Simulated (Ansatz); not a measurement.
# ZrC (Fm-3m) in Ansatz: notebook

Runs on ZrC. Level: PBEsol. Tasks: band structure.

Everything below comes from runs of Ansatz 0.2.0. Logs are shortened: lines on timing, memory, paths and dates and some standing lists are left out, and cuts for length are marked.

**1. The crystal as given**

Symmetry: Fm-3m, No. 225, cubic system. The conventional cell has a = 4.730 Å, b = 4.730 Å, c = 4.730 Å, α = 90.00°, β = 90.00°, γ = 90.00°. Zr (site symmetry m-3m) has 6 C at 2.37 Å as nearest neighbours. C (site symmetry m-3m) has 6 Zr at 2.37 Å as nearest neighbours.

**2. Band structure, PBEsol**

input.yaml reads:

```yaml
crystal:
  lattice:
    - [0.0, 2.365, 2.365]
    - [2.365, 0.0, 2.365]
    - [2.365, 2.365, 0.0]
  atoms:
    - { symbol: Zr, position: [0.5, 0.5, 0.5] }
    - { symbol: C, position: [0.0, 0.0, 0.0] }
kpoints:
  mp_grid: { grid: [8, 8, 8] }
  band_path:
    path:
      - [0.0, 0.0, 0.0]
      - [0.5, 0.0, 0.5]
      - [0.5, 0.25, 0.75]
      - [0.375, 0.375, 0.75]
      - [0.0, 0.0, 0.0]
      - [0.5, 0.5, 0.5]
      - [0.625, 0.25, 0.625]
      - [0.5, 0.25, 0.75]
    npoints: 10
scf:
  occupations: { method: fermi_dirac, width: 0.05 }
hamiltonian:
  xc: pbesol
  pseudopotentials: { kind: all_electron, lapw: { basis_error: 0.001 } }
output:
  forces: true
  stress: true
  eigenvalues: true
```

Potentials or basis: all-electron LAPW, scalar-relativistic.

Command:

```console
ansatz run input.yaml --threads 1 --pin off --max-ram 3072MiB --backend cpu --events-out ev --progress --plain --runs-dir out
```

The log of the run:

```text
Warning: RAYON_NUM_THREADS=1 ignored (pool sized by the plan → 1); use --threads N
LAPW: plane waves up to 8.162 Å⁻¹, error target 1.0e-3 eV per atom; small_component_spin mean_spin; C in spheres of 1.050 Å, 6 of its electrons in bands, Dirac shells []; Zr in spheres of 1.315 Å, 30 of its electrons in bands, Dirac shells [] (how accurate: hamiltonian.pseudopotentials.lapw.basis_error, Limitations)
Engine: ansatz 0.2.0, aarch64-unknown-linux-gnu
Pseudopotentials: kind: all_electron
Pseudopotential: Zr, LAPW, valence charge 30, lapw/all_electron/scalar/gaussian/Zr, Koelling and Harmon's equation, gaussian nucleus
Pseudopotential: C, LAPW, valence charge 6, lapw/all_electron/scalar/gaussian/C, Koelling and Harmon's equation, gaussian nucleus
Functional definition: PBEsol
  exchange = pbesol_x
  correlation = pbesol_c
Crystal: 2 atoms, lattice volume = 26.456 Å³
Basis set: ecut = 253.83626686307286 eV, 259 PW (Γ), exchange–correlation at level 2
Bands: 22, of which v1, the nominal top of the filled ones, is band 18 counted from 1 (17 counted from 0)
Symmetry: 48 space group operations
Space group: Fm-3m (ITA 225), of the structure as read, at distance tolerance 3.0e-5 Å
k-points: 29 of 512
Non-local potential: Zr, projectors of the file, none
Non-local potential: C, projectors of the file, none
Initial density: superposition of atomic densities (chi_scale 0.1, normalization cell, long waves kept (reshape's long-wave potential 0.00 eV rms))
Initial wavefunctions: plane waves of lowest kinetic energy (no species holds an atomic orbital)
Functional: x = pbesol(κ = 0.804, μ = 0.12345679012345678), c = pbesol(β = 0.046)
iter 1 solved again at ethr=1.45e-2 eV; its pass at ethr=1.00e-1 eV (dr2=5.21e0 eV) is discarded
SCF iter   1: F=—  HF=-98908.125856 eV  |F-HF|=—  |Δ(HF+E_count)|=         —  Δρ=1.16e-1  dr2=5.21e0  ethr=1.45e-2  ⟨swp⟩=2.0  Hψ=4121  notcnv=0
preconditioner: auto → none  [insulator: Δε(μ)=0.173 eV  Ē_g=18.157 eV  σ=0.050 eV  W_gap=0.68  n_scr=14 (ndim 8)  ℏωp=27.0 eV  f_vac=0.000  D(μ)=0.17/eV (n_scr^D=0)  ε∞_Penn≈3.2]
SCF iter   2: F=—  HF=-98907.644072 eV  |F-HF|=—  |Δ(HF+E_count)|=   4.82e-1  Δρ=8.49e-2  dr2=2.62e0  ethr=1.45e-2  ⟨swp⟩=2.9  Hψ=1862  notcnv=0
iter 3 solved again at ethr=6.56e-5 eV; its pass at ethr=7.28e-3 eV (dr2=2.36e-2 eV) is discarded
SCF iter   3: F=—  HF=-98906.373925 eV  |F-HF|=—  |Δ(HF+E_count)|=    1.27e0  Δρ=1.05e-2  dr2=2.38e-2  ethr=6.56e-5  ⟨swp⟩=2.2  Hψ=3252  notcnv=0
SCF iter   4: F=—  HF=-98906.367779 eV  |F-HF|=—  |Δ(HF+E_count)|=         —  Δρ=3.10e-3  dr2=3.16e-3  ethr=6.56e-5  ⟨swp⟩=2.0  Hψ=2052  notcnv=0
the basis was enlarged: its passes take 196.8 KiB over the memory plan, 1 of 1 planned eigensolver slots
SCF iter   5: F=—  HF=-98906.366093 eV  |F-HF|=—  |Δ(HF+E_count)|=   1.69e-3  Δρ=1.40e-3  dr2=4.32e-4  ethr=8.77e-6  ⟨swp⟩=2.0  Hψ=1974  notcnv=0
SCF iter   6: F=—  HF=-98906.365135 eV  |F-HF|=—  |Δ(HF+E_count)|=   9.58e-4  Δρ=2.18e-4  dr2=1.23e-5  ethr=1.20e-6  ⟨swp⟩=2.8  Hψ=2017  notcnv=0
SCF iter   7: F=—  HF=-98906.365111 eV  |F-HF|=—  |Δ(HF+E_count)|=   2.37e-5  Δρ=5.74e-5  dr2=8.48e-7  ethr=3.42e-8  ⟨swp⟩=2.2  Hψ=1977  notcnv=0
SCF iter   8: F=-98906.365110 eV  HF=-98906.365110 eV  |F-HF|=2.01e-9  |Δ(HF+E_count)|=   1.34e-6  Δρ=2.09e-6  dr2=9.07e-10  ethr=2.35e-9  ⟨swp⟩=2.7  Hψ=2009  notcnv=0
SCF 1 converged in 8 iterations: F = -98906.365110 eV  dr2 = 9.07e-10
NSCF: frozen V_eff on 71 k-points
SCF converged after 8 iterations
Free energy (F): -98906.365110 eV
Harris-Foulkes:  -98906.365110 eV  (|F-HF|=2.01e-9)
Internal energy: -98906.362211 eV  (E = F + TS)
E sigma→0 (E₀):  -98906.363661 eV
Entropy (-TS):   -0.002899 eV (-1.449 meV/atom)
Fermi energy:    16.004450 eV
--- Per-component energies (eV) ---
  E_band       = -4573.332686
  E_kinetic    = 102110.048046
  E_xc         = -3197.429447
  E_electrostatic = -197818.980810  (all electrons and nuclei)
  E_smearing   = -0.002899  (= −TS)
  E_closure    = 0.000000  (closes the sum)
  E_atoms      = -98887.051451  (free atoms, spherical and without spin; not in F)
  Σ components = -98906.365110   (vs F -98906.365110, Δ=0.00e0)
  Basis errors (estimates in eV, not in F): energy 3.3e-4 per atom: plane waves 3.0e-4 (1.7e-4 summed), levels above the bands 2.9e-27, relativity 8.5e-9, radial functions 3.2e-5, core shells 4.7e-13; eigenvalues (radial functions only) 4.0e-6; not estimated: angular momenta, meshes, grids; target (lapw.basis_error) 1.0e-3; muffin-tin radii C 1.050 Å, Zr 1.315 Å
--- Forces (eV/Å), atoms counted from 1 ---
  atom   1  Zr     0.00000000    -0.00000000     0.00000000
  atom   2  C     -0.00000000    -0.00000000     0.00000000
  max |Σ_I F_I| component: 4.60e-31 eV/Å
--- Stress (GPa, compression-positive) ---
       -8.457142       0.000000      -0.000000
        0.000000      -8.457142       0.000000
       -0.000000       0.000000      -8.457142
  P = ⅓ Tr σ = -8.4571 GPa (-84.571 kbar)
--- Band table (eV; the first three rows and the last of 29) ---
  k-point 0: bands = ["-381.3963", "-294.5248", "-294.5248", "-294.5248", "-247.3128", "-151.9616", "-151.9616", "-151.9616", "-151.9480", "-151.9480", "-31.9948", "-9.7473", "-9.7473", "-9.7473", "4.8328", "16.9988", "16.9988", "16.9988", "17.1012", "17.1012", "17.1012", "18.8002"]
  k-point 1: bands = ["-381.3963", "-294.5248", "-294.5248", "-294.5248", "-247.3128", "-151.9616", "-151.9616", "-151.9616", "-151.9480", "-151.9480", "-31.9811", "-9.8741", "-9.7586", "-9.7586", "5.1742", "15.2978", "15.6806", "15.6806", "17.5994", "17.5994", "18.0661", "20.3340"]
  k-point 2: bands = ["-381.3963", "-294.5248", "-294.5248", "-294.5248", "-247.3128", "-151.9616", "-151.9616", "-151.9616", "-151.9480", "-151.9480", "-31.9477", "-10.1678", "-9.7857", "-9.7857", "6.0720", "13.3311", "14.3275", "14.3275", "18.5493", "18.5493", "18.7724", "22.7100"]
  k-point 28: bands = ["-381.3963", "-294.5248", "-294.5248", "-294.5248", "-247.3128", "-151.9616", "-151.9616", "-151.9616", "-151.9480", "-151.9480", "-31.8688", "-10.2343", "-10.2343", "-10.0386", "6.7046", "13.4477", "13.7024", "13.7024", "19.2736", "19.2736", "21.6002", "22.9220"]
```

bands.tsv:

```text
[... 19 lines left out ...]
0.664184	-397.400782	-310.529271	-310.529271	-310.529271	-263.317254	-167.966045	-167.966043	-167.966043	-167.952486	-167.952485	-47.936591	-26.129776	-25.887762	-25.887762	-9.951963	-3.185639	-0.573546	-0.322868	-0.322868	3.523273	4.597698	4.597698
[... 63 lines left out ...]
6.257693	-397.400782	-310.529271	-310.529271	-310.529271	-263.317254	-167.966044	-167.966044	-167.966043	-167.952486	-167.952486	-47.873315	-26.254964	-26.223738	-26.040995	-9.301639	-2.579732	-2.299713	-2.274296	3.054042	3.478592	5.593844	6.863557
6.304658	-397.400782	-310.529271	-310.529271	-310.529271	-263.317254	-167.966044	-167.966044	-167.966043	-167.952486	-167.952486	-47.873225	-26.238799	-26.238799	-26.043082	-9.299822	-2.556780	-2.302025	-2.302025	3.269188	3.269188	5.595719	6.917595
```

Wall time 8.5 s (1 thread of Arm Neoverse V1, shared host); peak memory 0.25 GiB.

What came out:

| Quantity | Value |
| --- | --- |
| Free energy | -98906.3651 eV |
| Pressure | -8.5 GPa |
| Band gap along the path | none (metal or under the smearing width) |

Levels at the corners of the path, in eV from the Fermi level:
```tsv
point	band 14	band 15	band 16	band 17	band 18	band 19	band 20	band 21	band 22
Γ	-25.75	-11.17	0.99	0.99	0.99	1.10	1.10	1.10	2.80
X	-26.02	-9.97	-2.04	-1.71	0.10	0.10	4.41	5.59	5.59
W	-26.04	-9.30	-2.56	-2.30	-2.30	3.27	3.27	5.60	6.92
K	-25.95	-9.37	-2.98	-2.25	-1.50	1.51	4.82	5.33	7.26
Γ	-25.75	-11.17	0.99	0.99	0.99	1.10	1.10	1.10	2.80
L	-25.83	-8.14	-5.22	-2.83	-2.83	4.45	4.45	5.26	6.43
U	-25.95	-9.37	-2.98	-2.25	-1.50	1.51	4.82	5.33	7.26
W	-26.04	-9.30	-2.56	-2.30	-2.30	3.27	3.27	5.60	6.92
```

Caveat: the k mesh is thin for a metal, which can move the energy by tens of meV per atom.

**3. Band structure, PBEsol, spin-orbit coupling, no magnetisation**

input.yaml, as its differences from that of step 2:

```diff
@@ -26,2 +26,5 @@
   pseudopotentials: { kind: all_electron, lapw: { basis_error: 0.001 } }
+magnetization:
+  noncollinear: true
+  spin_orbit: true
 output:
```

Potentials or basis: all-electron LAPW, relativistic spinors.

Command:

```console
ansatz run input.yaml --threads 1 --pin off --max-ram 3072MiB --backend cpu --events-out ev --progress --plain --runs-dir out
```

The log of the run:

```text
Warning: RAYON_NUM_THREADS=1 ignored (pool sized by the plan → 1); use --threads N
LAPW: plane waves up to 8.229 Å⁻¹, error target 1.0e-3 eV per atom; Dirac's equation on spinors; C in spheres of 1.050 Å, 6 of its electrons in bands; Zr in spheres of 1.315 Å, 30 of its electrons in bands (how accurate: hamiltonian.pseudopotentials.lapw.basis_error, Limitations)
[... 2 set-up lines as earlier in the session ...]
Pseudopotential: Zr, LAPW, valence charge 30, lapw/all_electron/dirac/gaussian/Zr, Dirac's equation, gaussian nucleus
Pseudopotential: C, LAPW, valence charge 6, lapw/all_electron/dirac/gaussian/C, Dirac's equation, gaussian nucleus
[... 3 set-up lines as earlier in the session ...]
non-collinear run that drives no moment, with spin-orbit: no starting moment large enough to seed its density (crystal.atoms[].spin), no starting occupations that ask for one, no magnetisation constraint and no magnetic field, so the semilocal B_xc is pinned to zero
Crystal: 2 atoms, lattice volume = 26.456 Å³
Basis set: ecut = 258.0179563834599 eV, 259 PW (Γ), exchange–correlation at level 2
Bands: 44, of which v1, the nominal top of the filled ones, is band 36 counted from 1 (35 counted from 0)
Symmetry: 48 space group operations + 48 with time reversal
Magnetic group: BNS 225.117 (UNI 1619), of the structure as read, at distance tolerance 3.0e-5 Å
k-points: 29 of 512
[... 5 set-up lines as earlier in the session ...]
iter 1 solved again at ethr=1.45e-2 eV; its pass at ethr=1.00e-1 eV (dr2=5.21e0 eV) is discarded
SCF iter   1: F=—  HF=-98919.727439 eV  |F-HF|=—  |Δ(HF+E_count)|=         —  Δρ=1.16e-1  dr2=5.20e0  dr2_m=0.00e0 (ungated)  ethr=1.45e-2  |M|=0.00e0 ∫|m|=0.00e0 μB  β_m=0.30  ⟨swp⟩=2.0  Hψ=8134  notcnv=0
preconditioner: auto → none  [insulator: Δε(μ)=0.146 eV  Ē_g=18.170 eV  σ=0.050 eV  W_gap=0.62  n_scr=14 (ndim 8)  ℏωp=27.0 eV  f_vac=0.000  D(μ)=0.17/eV (n_scr^D=0)  ε∞_Penn≈3.2]
iter 2 solved again at ethr=5.40e-5 eV; its pass at ethr=1.45e-2 eV (dr2=1.94e-2 eV) is discarded
SCF iter   2: F=—  HF=-98918.006483 eV  |F-HF|=—  |Δ(HF+E_count)|=    1.72e0  Δρ=1.43e-2  dr2=1.94e-2  dr2_m=0.00e0 (ungated)  ethr=5.40e-5  |M|=0.00e0 ∫|m|=0.00e0 μB  β_m=0.29  ⟨swp⟩=2.5  Hψ=6416  notcnv=0
preconditioner: auto → Kerker (q_TF=auto, 2.872 Å⁻¹)  [metal: Δε(μ)=0.085 eV  Ē_g=8.403 eV  σ=0.050 eV  W_gap=0.36  n_scr=14 (ndim 8)  ℏωp=20.4 eV  f_vac=0.000  D(μ)=0.37/eV (n_scr^D=0)]
spin=Noncollinear: Kerker preconditioning applied to the charge; magnetization (m_x, m_y, m_z) channels mix plain (no charge-response kernel on spin).
SCF iter   3: F=—  HF=-98917.977304 eV  |F-HF|=—  |Δ(HF+E_count)|=         —  Δρ=1.38e-2  dr2=5.00e-2  dr2_m=0.00e0 (ungated)  ethr=5.39e-5  |M|=0.00e0 ∫|m|=0.00e0 μB  β_m=0.54  ⟨swp⟩=3.0  Hψ=4253  notcnv=0
the basis was enlarged: its passes take 2.8 MiB over the memory plan, 1 of 1 planned eigensolver slots
SCF iter   4: F=—  HF=-98917.968190 eV  |F-HF|=—  |Δ(HF+E_count)|=   9.11e-3  Δρ=3.05e-3  dr2=1.99e-3  dr2_m=0.00e0 (ungated)  ethr=5.39e-5  |M|=0.00e0 ∫|m|=0.00e0 μB  β_m=0.57  ⟨swp⟩=2.0  Hψ=3941  notcnv=0
SCF iter   5: F=—  HF=-98917.968193 eV  |F-HF|=—  |Δ(HF+E_count)|=   2.82e-6  Δρ=1.23e-3  dr2=3.18e-4  dr2_m=0.00e0 (ungated)  ethr=5.54e-6  |M|=0.00e0 ∫|m|=0.00e0 μB  β_m=0.76  ⟨swp⟩=2.0  Hψ=3907  notcnv=0
SCF iter   6: F=—  HF=-98917.968315 eV  |F-HF|=—  |Δ(HF+E_count)|=   1.22e-4  Δρ=2.94e-4  dr2=1.42e-5  dr2_m=0.00e0 (ungated)  ethr=8.82e-7  |M|=0.00e0 ∫|m|=0.00e0 μB  β_m=0.82  ⟨swp⟩=2.1  Hψ=3916  notcnv=0
SCF iter   7: F=—  HF=-98917.968302 eV  |F-HF|=—  |Δ(HF+E_count)|=   1.26e-5  Δρ=9.04e-5  dr2=1.65e-6  dr2_m=0.00e0 (ungated)  ethr=3.94e-8  |M|=0.00e0 ∫|m|=0.00e0 μB  β_m=0.89  ⟨swp⟩=2.0  Hψ=3911  notcnv=0
SCF iter   8: F=—  HF=-98917.968302 eV  |F-HF|=—  |Δ(HF+E_count)|=   4.82e-7  Δρ=3.07e-5  dr2=3.23e-7  dr2_m=0.00e0 (ungated)  ethr=4.58e-9  |M|=0.00e0 ∫|m|=0.00e0 μB  β_m=0.94  ⟨swp⟩=2.2  Hψ=3922  notcnv=0
SCF iter   9: F=-98917.968302 eV  HF=-98917.968302 eV  |F-HF|=3.94e-9  |Δ(HF+E_count)|=   6.56e-8  Δρ=6.50e-6  dr2=1.52e-8  dr2_m=0.00e0 (ungated)  ethr=8.97e-10  |M|=0.00e0 ∫|m|=0.00e0 μB  ⟨swp⟩=2.0  Hψ=3909  notcnv=0
SCF 1 converged in 9 iterations: F = -98917.968302 eV  dr2 = 1.52e-8
NSCF: frozen V_eff on 71 k-points
SCF converged after 9 iterations
Magnetization: |M| = 0.0000 μB,  M = (+0.0000, +0.0000, +0.0000) μB
Absolute magnetization: 0.0000 μB (∫|m|)
  site 0: m = (+0.0000, +0.0000, +0.0000) μB, |m| = 0.0000 μB  (R = 1.31 Å)
  site 1: m = (+0.0000, +0.0000, +0.0000) μB, |m| = 0.0000 μB  (R = 1.05 Å)
Free energy (F): -98917.968302 eV
Harris-Foulkes:  -98917.968302 eV  (|F-HF|=3.94e-9)
Internal energy: -98917.965406 eV  (E = F + TS)
E sigma→0 (E₀):  -98917.966854 eV
Entropy (-TS):   -0.002896 eV (-1.448 meV/atom)
Fermi energy:    16.006582 eV
--- Per-component energies (eV) ---
  E_band       = -4574.162040
  E_kinetic    = 102168.492246
  E_xc         = -3198.106895
  E_electrostatic = -197888.350757  (all electrons and nuclei)
  E_smearing   = -0.002896  (= −TS)
  E_closure    = 0.000000  (closes the sum)
  E_atoms      = -98898.646531  (free atoms, spherical and without spin; not in F)
  Σ components = -98917.968302   (vs F -98917.968302, Δ=0.00e0)
  Basis errors (estimates in eV, not in F): energy 3.1e-4 per atom: plane waves 2.7e-4 (1.5e-4 summed), levels above the bands 2.7e-27, relativity 2.1e-8, radial functions 4.6e-5, core shells 1.1e-12; eigenvalues (radial functions only) 4.0e-6; not estimated: angular momenta, meshes, grids; target (lapw.basis_error) 1.0e-3; muffin-tin radii C 1.050 Å, Zr 1.315 Å
--- Forces (eV/Å), atoms counted from 1 ---
  atom   1  Zr     0.00000000     0.00000000     0.00000000
  atom   2  C      0.00000000    -0.00000000     0.00000000
  max |Σ_I F_I| component: 6.38e-25 eV/Å
--- Stress (GPa, compression-positive) ---
       -8.483208      -0.000000       0.000000
       -0.000000      -8.483208      -0.000000
        0.000000      -0.000000      -8.483208
  P = ⅓ Tr σ = -8.4832 GPa (-84.832 kbar)
--- Band table (eV; the first three rows and the last of 29) ---
  k-point 0: bands = ["-381.3342", "-381.3342", "-303.8352", "-303.8352", "-290.1731", "-290.1731", "-290.1731", "-290.1731", "-247.3136", "-247.3136", "-153.4145", "-153.4145", "-153.4145", "-153.4145", "-150.9232", "-150.9232", "-150.9150", "-150.9150", "-150.9150", "-150.9150", "-31.9827", "-31.9827", "-10.9721", "-10.9721", "-9.1732", "-9.1732", "-9.1732", "-9.1732", "4.8331", "4.8331", "16.9576", "16.9576", "17.0181", "17.0181", "17.0181", "17.0181", "17.0772", "17.0772", "17.0772", "17.0772", "17.1499", "17.1499", "18.8051", "18.8051"]
  k-point 1: bands = ["-381.3342", "-381.3342", "-303.8352", "-303.8352", "-290.1731", "-290.1731", "-290.1731", "-290.1731", "-247.3136", "-247.3136", "-153.4145", "-153.4145", "-153.4145", "-153.4145", "-150.9232", "-150.9232", "-150.9150", "-150.9150", "-150.9150", "-150.9150", "-31.9689", "-31.9689", "-11.0166", "-11.0166", "-9.2666", "-9.2666", "-9.1850", "-9.1850", "5.1747", "5.1747", "15.2970", "15.2970", "15.6767", "15.6767", "15.6840", "15.6840", "17.5988", "17.5988", "17.6005", "17.6005", "18.0697", "18.0697", "20.3347", "20.3347"]
  k-point 2: bands = ["-381.3342", "-381.3342", "-303.8352", "-303.8352", "-290.1731", "-290.1731", "-290.1731", "-290.1731", "-247.3136", "-247.3136", "-153.4145", "-153.4145", "-153.4145", "-153.4145", "-150.9232", "-150.9232", "-150.9150", "-150.9150", "-150.9150", "-150.9150", "-31.9355", "-31.9355", "-11.1337", "-11.1337", "-9.4698", "-9.4698", "-9.2134", "-9.2134", "6.0727", "6.0727", "13.3308", "13.3308", "14.3204", "14.3204", "14.3347", "14.3347", "18.5448", "18.5448", "18.5500", "18.5500", "18.7807", "18.7807", "22.7091", "22.7091"]
  k-point 28: bands = ["-381.3342", "-381.3342", "-303.8352", "-303.8352", "-290.1731", "-290.1731", "-290.1731", "-290.1731", "-247.3136", "-247.3136", "-153.4145", "-153.4145", "-153.4145", "-153.4145", "-150.9232", "-150.9232", "-150.9150", "-150.9150", "-150.9150", "-150.9150", "-31.8565", "-31.8565", "-11.3452", "-11.3452", "-9.6917", "-9.6917", "-9.5492", "-9.5492", "6.7041", "6.7041", "13.4475", "13.4475", "13.6286", "13.6286", "13.7741", "13.7741", "19.2665", "19.2665", "19.2817", "19.2817", "21.6002", "21.6002", "22.9257", "22.9257"]
```

bands.tsv:

```text
[... 85 lines left out ...]
```

Run time: 73 s. Hardware: 1 thread of Arm Neoverse V1, shared host; peak memory 0.37 GiB.

Results:

```
Free energy             : -98917.9683 eV
Pressure                : -8.5 GPa
Band gap along the path : none (metal or under the smearing width)
```

Levels at the corners of the path, in eV from the Fermi level:
```csv
point,band 32,band 33,band 34,band 35,band 36,band 37,band 38,band 39,band 40,band 41
Γ,0.95,1.01,1.01,1.01,1.01,1.07,1.07,1.07,1.07,1.14
X,-2.05,-1.71,-1.71,0.04,0.04,0.16,0.16,4.41,4.41,5.54
W,-2.56,-2.38,-2.38,-2.23,-2.23,3.26,3.26,3.28,3.28,5.59
K,-2.99,-2.26,-2.26,-1.50,-1.50,1.51,1.51,4.82,4.82,5.33
Γ,0.95,1.01,1.01,1.01,1.01,1.07,1.07,1.07,1.07,1.14
L,-5.22,-2.84,-2.84,-2.82,-2.82,4.44,4.44,4.45,4.45,5.27
U,-2.99,-2.26,-2.26,-1.50,-1.50,1.51,1.51,4.82,4.82,5.33
W,-2.56,-2.38,-2.38,-2.23,-2.23,3.26,3.26,3.28,3.28,5.59
```

Caveat: the k mesh is thin for a metal, which can move the energy by tens of meV per atom.
